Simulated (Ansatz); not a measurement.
## Notes on BaTiO3

```
Ba Ti O
1.0
    -3.98923    0.00000    0.00000
     0.00000   -2.84165    2.85137
     0.00000    2.84165    2.85137
Ba Ti O
1 1 3
Direct
  0.00000 0.00000 0.00000
  0.50000 0.51430 0.51430
  0.00000 0.48900 0.48900
  0.50000 0.99223 0.50443
  0.50000 0.50443 0.99223
```

The numbers come from plane-wave PAW DFT (Ansatz): PBEsol, no spin polarisation, 420 eV, 7×6×6 Γ-centred k points, fermi-dirac occupations (width 0.114 eV). Nothing was relaxed.

(1) Which orbitals make up the band edges?

(2) Where is the largest force?

(3) Is the cell too large or too small?

(4) What is the band gap?

(5) Is it stable against the elements?

(6) Give the Bader charges.

(7) What do density and ELF say about some of the short contacts?

Origin: a database entry at a rescaled volume.

## Answers

(1) Within 0.7 eV of the edges, the states project mainly on O p (94 %) below the gap and on Ti d (89 %) above it.

(2) The largest is on O5 (and as large on other atoms): 0.31 eV/Å, components (0.00, -0.08, -0.30). It makes 30° with the line to a nearest neighbour, Ti2 at 1.92 Å, pointing towards it.

(3) The pressure is -4.6 GPa (compression positive), so with the atoms held at these fractions the cell would first shrink.

(4) The gap is 1.88 eV, indirect (the least direct gap found is 2.06 eV).

(5) -3.22 eV an atom against the elements' usual phases (free molecules for gases, crystals otherwise, with no correction for O₂ or N₂), so it is bound against them; other compounds may still compete. Relaxing would lower it.

(6) Bader charges in e: Ba +1.53, Ti +2.19, O -1.24. In the mean Ti gives up most and O takes most.

(7) Ti–O at 1.92 Å: least valence density 0.77 e/Å³ and ELF 0.23 there. Ba–O at 2.79 Å: least valence density 0.19 e/Å³ and ELF 0.10 there, a closed-shell (ionic or weak) contact. Both are smooth PAW fields, read partly inside the augmentation spheres.
